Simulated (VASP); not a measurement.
# ZnS in VASP 6.6.1, single-point calculation

INCAR

```
NBANDS = 16
ENCUT = 520
IBRION = -1
LWAVE = .FALSE.
EDIFF = 1E-8
NELM = 97
PREC = Accurate
ISMEAR = 1
NSW = 0
IVDW = 21
LASPH = .TRUE.
ISIF = 2
SIGMA = 0.01
LREAL = .FALSE.
LCHARG = .FALSE.
GGA = PE
```

KPOINTS

```
KPOINTS created by Atomic Simulation Environment
0
Gamma
8 8 8
0 0 0
```

POSCAR

```
Zn S
 1.0000000000000000
     0.0000000000000000    2.8050821707000000    2.6940858343000000
     2.8050821707000000    0.0000000000000000    2.6940858343000000
     2.8050821707000000    2.8050821707000000    0.0000000000000000
 Zn  S
   1   1
Cartesian
  0.0000000000000000  0.0000000000000000  0.0000000000000000
  1.4025410853500000  1.4025410853500000  1.3470429171500000
```

The recommended PBE PAW datasets give the neutral cell 18 valence electrons.

Command

```
mpirun -np 1 vasp_std
```

Task: How does this run end, and what does it give?

Result: It converged. Results: gap between bands v and c on the k mesh 1.72 eV; least direct gap on the k mesh 1.72 eV; pressure -5.1 GPa. Band v is the last that the valence electrons fill when counted band by band, and c is the next.

OSZICAR

```
N       E                     dE             d eps       ncg     rms          rms(c)
DAV:   1     0.886017570007E+02    0.88602E+02   -0.89078E+03  1896   0.132E+03
DAV:   2    -0.132843878903E+01   -0.89930E+02   -0.84284E+02  2120   0.256E+02
DAV:   3    -0.719536924859E+01   -0.58669E+01   -0.58419E+01  2440   0.635E+01
DAV:   4    -0.725813577937E+01   -0.62767E-01   -0.62754E-01  2256   0.686E+00
DAV:   5    -0.725893166732E+01   -0.79589E-03   -0.79700E-03  2488   0.733E-01    0.603E+00
DAV:   6    -0.684586260157E+01    0.41307E+00   -0.74262E-01  2816   0.289E+01    0.478E+00
DAV:   7    -0.682788412682E+01    0.17978E-01   -0.22943E-01  2224   0.418E+00    0.248E+00
DAV:   8    -0.682712650860E+01    0.75762E-03   -0.47623E-03  2312   0.675E-01    0.629E-01
DAV:   9    -0.682744000149E+01   -0.31349E-03   -0.11120E-03  2336   0.270E-01    0.110E-01
DAV:  10    -0.682761656795E+01   -0.17657E-03   -0.18482E-04  2376   0.158E-01    0.564E-02
DAV:  11    -0.682761497776E+01    0.15902E-05   -0.40895E-05  2232   0.111E-01    0.577E-03
DAV:  12    -0.682761640294E+01   -0.14252E-05   -0.38024E-06  2536   0.224E-02    0.431E-03
DAV:  13    -0.682761653375E+01   -0.13080E-06   -0.67756E-07  2400   0.999E-03    0.125E-03
DAV:  14    -0.682761651216E+01    0.21586E-07   -0.10057E-07  2616   0.261E-03    0.758E-04
DAV:  15    -0.682761653965E+01   -0.27485E-07   -0.67294E-09  1864   0.129E-03    0.158E-04
DAV:  16    -0.682761654440E+01   -0.47517E-08   -0.10245E-09  1232   0.251E-04
   1 F= -.71558170E+01 E0= -.71558170E+01  d E =0.204897E-42
```

For comparison, a separate PBE run of the intended cell, on usual settings and not on those above, gives a gap of 1.72 eV on its mesh and a pressure of -3.0 GPa.
